**Core levels of MoSi₂: one screening number for the depth, another for the doublet**

The table holds 13 core Kohn-Sham eigenvalues of metallic MoSi₂ relative to the Fermi energy, from one all-electron LAPW+lo calculation with exciting (PBE, no spin polarisation, Dirac core states). The program inverts the Dirac hydrogen formula for an effective charge per level, measures the gaps between levels of equal $n$ and $j$, tests the $(Z-\sigma_2)^4$ law of the spin-orbit doublets, and compares the depths with Slater's rules. The step in screening between 2s1/2 and 2p1/2 is 1.11 in Si and 1.15 in Mo, and the doublets need far less screening than the depths. With $\sigma_2$ fixed on Mo 2p, the Si 2p splitting is predicted at 0.589 eV against the calculated 0.647 eV. Slater removal energies that include the outer shells have a mean absolute error of 9.5 % relative to the table and fail most for Mo 3sp, at −25 %.

Kohn-Sham core eigenvalues of MoSi₂ (space group I4/mmm) relative to the Fermi energy, computed with exciting sodium using PBE and all-electron LAPW+lo with the shipped species files. The calculation is non-spin-polarised, without spin-orbit coupling for the valence states, with a 12×12×12 k-mesh, rgkmax 7.8 and Fermi-Dirac smearing of 0.05 eV.

## Analysis program

```python
# Table: core Kohn-Sham eigenvalues (eV, zero at the Fermi energy) of MoSi2; exciting, PBE, LAPW+lo, Dirac cores.
# Tested: screened Dirac-hydrogen levels, equal-j gaps, spin-orbit doublets ~(Z-sigma2)^4, Slater-rule depths.
T = {
    'row': [1, 2, 3, 4, 5, 6, 7, 8, 9, 10, 11, 12, 13],
    'core_level': [-1780.7, -134.5, -91.0, -90.3, -19809.8, -2794.5, -2570.4, -2463.8, -472.8, -387.6, -370.0, -219.4, -216.1],  # eV
    'core_element': ['Si', 'Si', 'Si', 'Si', 'Mo', 'Mo', 'Mo', 'Mo', 'Mo', 'Mo', 'Mo', 'Mo', 'Mo'],
    'core_shell': ['1s1/2', '2s1/2', '2p1/2', '2p3/2', '1s1/2', '2s1/2', '2p1/2', '2p3/2', '3s1/2', '3p1/2', '3p3/2', '3d3/2', '3d5/2'],
}
import numpy as np
from scipy.constants import alpha, physical_constants as pc
from scipy.optimize import brentq
mc2 = pc['electron mass energy equivalent in MeV'][0]*1e6
Ry = pc['Rydberg constant times hc in eV'][0]
Z = {'Si': 14, 'Mo': 42}
B = {(e, s): -v for e, s, v in zip(T['core_element'], T['core_shell'], T['core_level'])}
def dirac(z, n, k):
    a = z*alpha
    return mc2*(1 - 1/np.sqrt(1 + (a/(n - k + np.sqrt(k*k - a*a)))**2))
nk = lambda s: (int(s[0]), (int(s[2]) + 1)//2)
zeff = lambda b, s: brentq(lambda z: dirac(z, *nk(s)) - b, 0.5, 60)
print('Depth below E_F (rounding 0.05 eV); Dirac Zeff; sigma = Z-Zeff; sigma if zero is 5 eV higher')
sig, sig5 = {}, {}
for (e, s), b in B.items():
    sig[e, s], sig5[e, s] = Z[e] - zeff(b, s), Z[e] - zeff(b + 5, s)
    print(f'{e} {s}: {b:8.1f} eV  Zeff {Z[e]-sig[e,s]:5.2f}  sigma {sig[e,s]:5.2f}  shifted {sig5[e,s]:5.2f}')
for s in ['1s1/2', '2s1/2', '2p3/2']:
    r = B['Mo', s]/B['Si', s]
    print(f'Mo/Si depth ratio {s}: {r:.2f} (Z^2 gives 9), apparent exponent {np.log(r)/np.log(3):.2f}')
print('Equal n and j (degenerate in a pure Coulomb field): gap, step in sigma')
for e, a, b in [('Si','2s1/2','2p1/2'), ('Mo','2s1/2','2p1/2'), ('Mo','3s1/2','3p1/2'), ('Mo','3p3/2','3d3/2')]:
    print(f'{e} {a}-{b}: {B[e,a]-B[e,b]:.1f} eV, step {sig[e,b]-sig[e,a]:.2f} (shifted zero {sig5[e,b]-sig5[e,a]:.2f})')
    assert B[e, a] > B[e, b]
# unrounded levels and Fermi energy (eV) from the further outputs of the same run; last entry: rough recalled X-ray sigma2
EF = 12.40987
D = [('Si','2p1/2','2p3/2',-78.5581,-77.9115,3.5), ('Mo','2p1/2','2p3/2',-2557.9983,-2451.4371,3.5),
     ('Mo','3p1/2','3p3/2',-375.1697,-357.6223,8.5), ('Mo','3d3/2','3d5/2',-207.0002,-203.6774,13)]
split = lambda z, a, b: dirac(z, *nk(a)) - dirac(z, *nk(b))
print('Doublets, eV: unrounded (table +-0.1); sigma2 (rough recalled X-ray); predicted from bare Z; from depth Zeff')
S, s2 = {}, {}
for e, a, b, ra, rb, xr in D:
    assert abs(EF - ra - B[e, a]) < 0.051 and abs(EF - rb - B[e, b]) < 0.051
    key = e + a[:2]; S[key] = rb - ra
    s2[key] = Z[e] - brentq(lambda z: split(z, a, b) - S[key], 1, 60)
    p0, p1 = split(Z[e], a, b), split(Z[e] - (sig[e, a] + sig[e, b])/2, a, b)
    print(f'{e} {a[:2]}: {S[key]:.3f} ({B[e,a]-B[e,b]:.1f}); sigma2 {s2[key]:.2f} ({xr}); '
          f'bare {p0:.2f} (x{p0/S[key]:.2f}); depth {p1:.3f} (x{p1/S[key]:.3f})')
    assert s2[key] < sig[e, a]
p = split(14 - s2['Mo2p'], '2p1/2', '2p3/2')
print(f"Si 2p predicted with sigma2 of Mo 2p: {p:.3f} eV, error {100*(p/S['Si2p']-1):+.1f} %")
ex = np.log(S['Mo2p']/S['Si2p'])/np.log(3)
print(f"2p splitting Mo/Si {S['Mo2p']/S['Si2p']:.0f} (Z^4 gives 81), apparent exponent {ex:.2f}")
print(f"Mo 2p/3p {S['Mo2p']/S['Mo3p']:.2f} (n^3 gives {27/8:.2f}); 3p/3d {S['Mo3p']/S['Mo3d']:.2f} (l(l+1) gives 3)")
assert 4 < ex < 5
G = {'Si': [(1,'sp',2), (2,'sp',8), (3,'sp',4)],
     'Mo': [(1,'sp',2), (2,'sp',8), (3,'sp',8), (3,'d',10), (4,'sp',8), (4,'d',5), (5,'sp',1)]}
ns = {1: 1, 2: 2, 3: 3, 4: 3.7, 5: 4.0}
def slater(e, occ):
    out = []
    for i, (n, t, _) in enumerate(G[e]):
        s = (occ[i] - 1)*(0.30 if n == 1 else 0.35)
        s += sum(occ[j]*(0.85 if t == 'sp' and G[e][j][0] == n - 1 else 1) for j in range(i))
        out.append(Ry*((Z[e] - s)/ns[n])**2)
    return np.array(out)
print('Slater rules (free atom, no relativity), eV: table mean; inner screening only; removal = own - outer')
err = {}
for e, i in [('Si',0), ('Si',1), ('Mo',0), ('Mo',1), ('Mo',2), ('Mo',3)]:
    n, t, N = G[e][i]; o = np.array([g[2] for g in G[e]]); h = o.copy(); h[i] -= 1
    mean = sum(2*nk(s)[1]*b for (el, s), b in B.items() if el == e and int(s[0]) == n and s[1] in t)/N
    d = o*slater(e, o) - h*slater(e, h); lab = f"{e} {n}{'s' if n == 1 else t}"
    err[lab] = 100*(d.sum()/mean - 1); one = slater(e, o)[i]
    print(f'{lab}: {mean:.0f}; {one:.0f} ({100*(one/mean-1):+.0f} %); {d[i]:.0f} - {d[i]-d.sum():.0f} = {d.sum():.0f} ({err[lab]:+.1f} %)')
w = max(err, key=lambda k: abs(err[k]))
print(f'Worst removal-model shell: {w} {err[w]:+.1f} %; mean absolute error {np.mean(np.abs(list(err.values()))):.1f} %')
print(f'Omitted 1s relativistic gain at Z-0.3: Mo {dirac(41.7,1,1)-Ry*41.7**2:.0f} eV, Si {dirac(13.7,1,1)-Ry*13.7**2:.1f} eV')
```

Output:

```
Depth below E_F (rounding 0.05 eV); Dirac Zeff; sigma = Z-Zeff; sigma if zero is 5 eV higher
Si 1s1/2:   1780.7 eV  Zeff 11.43  sigma  2.57  shifted  2.55
Si 2s1/2:    134.5 eV  Zeff  6.29  sigma  7.71  shifted  7.60
Si 2p1/2:     91.0 eV  Zeff  5.17  sigma  8.83  shifted  8.69
Si 2p3/2:     90.3 eV  Zeff  5.15  sigma  8.85  shifted  8.71
Mo 1s1/2:  19809.8 eV  Zeff 37.79  sigma  4.21  shifted  4.21
Mo 2s1/2:   2794.5 eV  Zeff 28.47  sigma 13.53  shifted 13.51
Mo 2p1/2:   2570.4 eV  Zeff 27.32  sigma 14.68  shifted 14.66
Mo 2p3/2:   2463.8 eV  Zeff 26.88  sigma 15.12  shifted 15.09
Mo 3s1/2:    472.8 eV  Zeff 17.65  sigma 24.35  shifted 24.26
Mo 3p1/2:    387.6 eV  Zeff 15.98  sigma 26.02  shifted 25.91
Mo 3p3/2:    370.0 eV  Zeff 15.64  sigma 26.36  shifted 26.26
Mo 3d3/2:    219.4 eV  Zeff 12.04  sigma 29.96  shifted 29.82
Mo 3d5/2:    216.1 eV  Zeff 11.95  sigma 30.05  shifted 29.91
Mo/Si depth ratio 1s1/2: 11.12 (Z^2 gives 9), apparent exponent 2.19
Mo/Si depth ratio 2s1/2: 20.78 (Z^2 gives 9), apparent exponent 2.76
Mo/Si depth ratio 2p3/2: 27.28 (Z^2 gives 9), apparent exponent 3.01
Equal n and j (degenerate in a pure Coulomb field): gap, step in sigma
Si 2s1/2-2p1/2: 43.5 eV, step 1.11 (shifted zero 1.09)
Mo 2s1/2-2p1/2: 224.1 eV, step 1.15 (shifted zero 1.15)
Mo 3s1/2-3p1/2: 85.2 eV, step 1.66 (shifted zero 1.65)
Mo 3p3/2-3d3/2: 150.6 eV, step 3.59 (shifted zero 3.56)
Doublets, eV: unrounded (table +-0.1); sigma2 (rough recalled X-ray); predicted from bare Z; from depth Zeff
Si 2p: 0.647 (0.7); sigma2 3.08 (3.5); bare 1.75 (x2.71); depth 0.032 (x0.050)
Mo 2p: 106.561 (106.6); sigma2 3.33 (3.5); bare 149.73 (x1.41); depth 25.033 (x0.235)
Mo 3p: 17.547 (17.6); sigma2 8.51 (8.5); bare 44.45 (x2.53); depth 0.846 (x0.048)
Mo 3d: 3.323 (3.3); sigma2 12.70 (13); bare 14.15 (x4.26); depth 0.093 (x0.028)
Si 2p predicted with sigma2 of Mo 2p: 0.589 eV, error -8.9 %
2p splitting Mo/Si 165 (Z^4 gives 81), apparent exponent 4.65
Mo 2p/3p 6.07 (n^3 gives 3.38); 3p/3d 5.28 (l(l+1) gives 3)
Slater rules (free atom, no relativity), eV: table mean; inner screening only; removal = own - outer
Si 1s: 1781; 2554 (+43 %); 2441 - 532 = 1909 (+7.2 %)
Si 2sp: 102; 330 (+225 %); 163 - 47 = 116 (+14.2 %)
Mo 1s: 19810; 23659 (+19 %); 23317 - 3463 = 19854 (+0.2 %)
Mo 2sp: 2573; 4873 (+89 %); 4239 - 1578 = 2662 (+3.4 %)
Mo 3sp: 400; 1429 (+257 %); 1200 - 900 = 300 (-25.0 %)
Mo 3d: 217; 657 (+202 %); 457 - 255 = 202 (-7.1 %)
Worst removal-model shell: Mo 3sp -25.0 %; mean absolute error 9.5 %
Omitted 1s relativistic gain at Z-0.3: Mo 575 eV, Si 6.4 eV
```
